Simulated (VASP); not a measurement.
NiO:

```
CELL_PARAMETERS angstrom
0.00000 2.08590 2.08590
2.08590 0.00000 2.08590
2.08590 2.08590 0.00000
ATOMIC_POSITIONS crystal
Ni 0.00000 0.00000 0.00000
O 0.50000 0.50000 0.50000
```

```yaml
Program: VASP 6.6.1
Task: relaxation of cell and atoms
Functional: PBE
Potentials_or_basis: VASP PAW PBE potentials, release 64 (Ni, O)
Cutoff: 580 eV
k_mesh: 11 × 11 × 11
Occupations: fermi-dirac, width 0.05 eV
Spin: collinear spin, ferromagnetic start
Starting_moments: "[1.0, 0.0] μB"
```

At the start: pressure 4.9 GPa; volume 9.08 Å³/atom.

Where does the relaxation end?

Over 3 steps the energy falls by 4.1 meV/atom and the volume is 9.35 Å³/atom (+3.0 %); space group Fm-3m (No. 225, to 0.05 Å); moment 1.77 μB per cell.

The path:
| step | energy change (eV) | largest force (eV/Å) | pressure (GPa) | volume (Å³) |
| --- | --- | --- | --- | --- |
| 1 | 0.0000 | 0.0000 | 4.94 | 18.15 |
| 2 | -0.0071 | 0.0000 | -1.81 | 18.90 |
| 3 | -0.0082 | 0.0000 | -0.01 | 18.69 |

Final structure:
```yaml
crystal:
  lattice:
    - [0.00000, 2.10636, 2.10636]
    - [2.10636, 0.00000, 2.10636]
    - [2.10636, 2.10636, 0.00000]
  atoms:
    - { symbol: Ni, position: [0.00000, 0.00000, 0.00000] }
    - { symbol: O, position: [0.50000, 0.50000, 0.50000] }
```

Caveat: a cell with one magnetic atom can't hold antiferromagnetic order, which such compounds often take.
